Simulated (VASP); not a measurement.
# KI (Fm-3m) in VASP: settings compared, part 2 of 2

VASP 6.6.1.

### 5 Single point, r2SCAN+rVV10

Contents of POSCAR:

```
KI
1.0
    0.0000000000      3.5445661401      3.5445661401
    3.5445661401      0.0000000000      3.5445661401
    3.5445661401      3.5445661401      0.0000000000
K I
1 1
Direct
    0.0000000000      0.0000000000      0.0000000000
    0.5000000000      0.5000000000      0.5000000000
```

Contents of INCAR.step1:

```
SYSTEM = KI
  PREC = Accurate
  ENCUT = 520
  ISMEAR = 0
  SIGMA = 0.01
  LREAL = .False.
  LASPH = .True.
  NELM = 80
  NBANDS = 15
  GGA = PE
  ALGO = Normal
  EDIFF = 1E-4
  LWAVE = .True.
  LCHARG = .False.
```

Contents of INCAR.step2:

```
SYSTEM = KI
  PREC = Accurate
  ENCUT = 520
  EDIFF = 1E-6
  ISMEAR = 0
  SIGMA = 0.01
  LREAL = .False.
  LASPH = .True.
  NELM = 80
  ALGO = Normal
  ISIF = 2
  LWAVE = .False.
  LCHARG = .False.
  METAGGA = R2SCAN
  LMIXTAU = .True.
  LUSE_VDW = .True.
  IVDW_NL = 2
  BPARAM = 11.95
  CPARAM = 0.0093
  NBANDS = 15
  ISTART = 1
```

Contents of KPOINTS:

```
Automatic mesh
0
Gamma
  4 4 4
  0 0 0
```

Started as:

```console
$ cat potpaw_PBE.64/K_sv/POTCAR potpaw_PBE.64/I/POTCAR > POTCAR
$ cp INCAR.step1 INCAR
$ mpirun -np 1 vasp_std > vasp.out
$ cp INCAR.step2 INCAR
$ mpirun -np 1 vasp_std > vasp.out
```

It took 6 min on 1 thread of Intel Xeon 8259CL, shared host; peak memory 0.49 GiB.

Results (log left out):

```yaml
Free_energy: -33.4347 eV
Pressure: -0.4 GPa
Band_gap_on_the_k_mesh: 4.48 eV
```

Levels at points of the mesh, in eV from the valence-band top:
| k point | band 4 | band 5 | band 6 | band 7 | band 8 | band 9 | band 10 | band 11 | band 12 | band 13 |
| --- | --- | --- | --- | --- | --- | --- | --- | --- | --- | --- |
| (0.00, 0.00, 0.00) | -12.35 | -10.80 | 0.00 | 0.00 | 0.00 | 4.48 | 7.00 | 7.00 | 7.00 | 7.88 |
| (0.50, 0.00, 0.00) | -12.35 | -10.52 | -1.32 | -0.33 | -0.33 | 5.91 | 8.23 | 8.69 | 8.69 | 9.37 |
| (0.50, 0.50, 0.00) | -12.37 | -10.65 | -1.02 | -0.37 | -0.37 | 5.30 | 6.41 | 8.82 | 9.28 | 9.51 |

Caveat: the PAW data sets were made with another functional, which shifts forces and pressure a little; spin-orbit coupling is left out, which moves the levels of the heavy elements.

### 6 Single point, r2SCAN

POSCAR is that of step 5.

Contents of INCAR.step1:

```
PREC     = Accurate       # precision mode
ENCUT    = 520            # plane-wave cutoff, eV
ISMEAR   = 1              # smearing method
SIGMA    = 0.5            # smearing width, eV
LREAL    = F              # projectors in reciprocal space
LASPH    = T              # aspherical terms in the spheres
NELM     = 60             # most SCF steps
NBANDS   = 15             # bands
GGA      = PE             # functional
ALGO     = Normal         # electronic algorithm
EDIFF    = 1E-4           # SCF threshold, eV
LWAVE    = T              # write WAVECAR
LCHARG   = F              # write CHGCAR
```

Contents of INCAR.step2:

```
PREC     = Accurate       # precision mode
ENCUT    = 520            # plane-wave cutoff, eV
EDIFF    = 1E-6           # SCF threshold, eV
ISMEAR   = 1              # smearing method
SIGMA    = 0.5            # smearing width, eV
LREAL    = F              # projectors in reciprocal space
LASPH    = T              # aspherical terms in the spheres
NELM     = 60             # most SCF steps
ALGO     = Normal         # electronic algorithm
ISIF     = 2              # what is computed and relaxed
LWAVE    = F              # write WAVECAR
LCHARG   = T              # write CHGCAR
METAGGA  = R2SCAN         # meta-GGA
LMIXTAU  = T            
LELF     = T              # ELF
LVHAR    = T            
NBANDS   = 15             # bands
ISTART   = 1
```

Contents of KPOINTS:

```
Automatic mesh
0
Gamma
  4 4 4
```

Potentials or basis: VASP PAW PBE potentials, release 64 (K_sv, I).

Started as:

```console
$ cat potpaw_PBE.64/K_sv/POTCAR potpaw_PBE.64/I/POTCAR > POTCAR
$ cp INCAR.step1 INCAR
$ mpirun -np 1 vasp_std > vasp.out
$ cp INCAR.step2 INCAR
$ mpirun -np 1 vasp_std > vasp.out
```

OUTCAR:

```text
PREC = Accurate
   ENCUT = 520
   EDIFF = 1E-6
   ISMEAR = 1
   LREAL = F
   LASPH = T
   NELM = 60
   ISIF = 2
   METAGGA = R2SCAN
   ISTART = 1

 ion  position               nearest neighbor table
   1  0.000  0.000  0.000-   2 3.54   2 3.54   2 3.54   2 3.54   2 3.54   2 3.54
   2  0.500  0.500  0.500-   1 3.54   1 3.54   1 3.54   1 3.54   1 3.54   1 3.54

  LATTYP: Found a face centered cubic cell.
 ALAT       =     7.0891322802

  Lattice vectors:

 A1 = (   0.0000000000,   3.5445661401,   3.5445661401)
 A2 = (   3.5445661401,   0.0000000000,   3.5445661401)
 A3 = (   3.5445661401,   3.5445661401,   0.0000000000)

Analysis of symmetry for initial positions (statically):
=====================================================================
 Subroutine PRICEL returns:
 Original cell was already a primitive cell.

 Routine SETGRP: Setting up the symmetry group for a
 face centered cubic supercell.

 Subroutine GETGRP returns: Found 48 space group operations
 (whereof 48 operations were pure point group operations)
 out of a pool of 48 trial point group operations.

The static configuration has the point symmetry O_h .
[... 157 lines left out ...]
      4     -13.1922      2.00000
      5     -11.6157      2.00000
      6      -0.8157      1.41650
      7      -0.8157      1.41650
      8      -0.8157      1.41650
      9       3.7720     -0.00000
     10       6.2448     -0.00000
     11       6.2448     -0.00000
     12       6.2448     -0.00000
     13       7.0901     -0.00000
     14       7.0901     -0.00000
[... 113 lines left out ...]
      2     -13.2405      2.00000
      3     -13.2218      2.00000
      4     -13.2218      2.00000
      5     -11.4083      2.00000
      6      -1.5439      2.03611
      7      -1.5439      2.03611
      8      -1.3982      2.06203
      9       6.1550     -0.00000
     10       6.1550     -0.00000
     11       6.5460     -0.00000
     12       8.1366     -0.00000
     13       8.7359     -0.00000
     14       9.5633      0.00000
     15      10.0528      0.00000

------------------------ aborting loop because EDIFF is reached ----------------------------------------

  FORCE on cell =-STRESS in cart. coord.  units (eV):
  Direction    XX          YY          ZZ          XY          YZ          ZX
  --------------------------------------------------------------------------------------
  -------------------------------------------------------------------------------------
  Total       -0.0488700     -0.0488700     -0.0488700     -0.0000000     -0.0000000      0.0000000
  in kB       -0.8790910     -0.8790910     -0.8790910     -0.0000000     -0.0000000      0.0000000
  external PRESSURE =      -0.8790910 kB  Pullay stress =       0.0000000 kB

 VOLUME and BASIS-vectors are now :
 -----------------------------------------------------------------------------
  energy-cutoff  :      520.00
  volume of cell :       89.07
      direct lattice vectors                 reciprocal lattice vectors
     0.000000000  3.544566140  3.544566140    -0.141060988  0.141060988  0.141060988
     3.544566140  0.000000000  3.544566140     0.141060988 -0.141060988  0.141060988
     3.544566140  3.544566140  0.000000000     0.141060988  0.141060988 -0.141060988

 POSITION                                       TOTAL-FORCE (eV/Angst)
 -----------------------------------------------------------------------------------
      0.00000      0.00000      0.00000        -0.000000     -0.000000     -0.000000
      3.54457      3.54457      3.54457         0.000000      0.000000      0.000000
 -----------------------------------------------------------------------------------
    total drift:                                0.000000     -0.000000     -0.000000

  FREE ENERGIE OF THE ION-ELECTRON SYSTEM (eV)
  ---------------------------------------------------
  free  energy   TOTEN  =       -33.9407572920 eV

  energy  without entropy=      -34.0192634250  energy(sigma->0) =      -33.96692600
```

Run time: 1.9 min. Hardware: 1 thread of Intel Xeon 8259CL, shared host; peak memory 0.26 GiB.

Results:

- Free energy: -33.9408 eV
- Pressure: -0.1 GPa
- Band gap on the k mesh: 4.59 eV

Caveat: the PAW data sets were made with another functional, which shifts forces and pressure a little; spin-orbit coupling is left out, which moves the levels of the heavy elements.

### 7 The runs side by side

| level | smearing | gap on the mesh (eV) | pressure (GPa) |
| --- | --- | --- | --- |
| r2SCAN | gaussian 0.01 eV | 4.58 | 0.0 |
| r2SCAN | fermi-dirac 0.2 eV | 4.58 | 0.0 |
| r2SCAN+D3(BJ) | gaussian 0.01 eV | 4.58 | -0.4 |
| r2SCAN+rVV10 | gaussian 0.01 eV | 4.48 | -0.4 |
| r2SCAN | methfessel-paxton 0.5 eV | 4.59 | -0.1 |

Alike in all rows: task single point; potentials or basis VASP PAW PBE potentials, release 64 (K_sv, I); no spin polarisation; cell as given; k mesh 4 × 4 × 4; cutoff (eV) 520.

On the cell as given the gap runs from 4.48 eV (r2SCAN+rVV10) to 4.59 eV (r2SCAN). The pressure there spans -0.4 GPa (r2SCAN+rVV10) to 0.0 GPa (r2SCAN); a positive pressure means that this level wants a larger cell, a negative one a smaller.

Caveats: the PAW data sets were made with another functional, which shifts forces and pressure a little; spin-orbit coupling is left out, which moves the levels of the heavy elements.

Absolute energies hang on the potentials; compare differences alone.

### 8 How close it comes

Step 2. A measured gap of KI is 6.32 eV (a printed reference work, monograph); the calculated 4.58 eV misses it by -1.74 eV. Spin-orbit coupling on I is left out. The value is that of r2SCAN, without temperature or zero-point motion.

Step 3. A measured gap of KI is 6.32 eV (a printed reference work, monograph); the calculated 4.58 eV misses it by -1.74 eV. Spin-orbit coupling on I is left out. The value is that of r2SCAN, without temperature or zero-point motion.

Step 4. A measured gap of KI is 6.32 eV (a printed reference work, monograph); the calculated 4.58 eV misses it by -1.74 eV. Spin-orbit coupling on I is left out. The value is that of r2SCAN+D3(BJ), without temperature or zero-point motion.

Step 5. A measured gap of KI is 6.32 eV (a printed reference work, monograph); the calculated 4.48 eV misses it by -1.84 eV. Spin-orbit coupling on I is left out. The value is that of r2SCAN+rVV10, without temperature or zero-point motion.

Step 6. Measured gap of KI: 6.32 eV (a printed reference work, monograph). This calculation gives 4.59 eV (-1.73 eV). Spin-orbit coupling on I is left out. The value is that of r2SCAN, without temperature or zero-point motion.
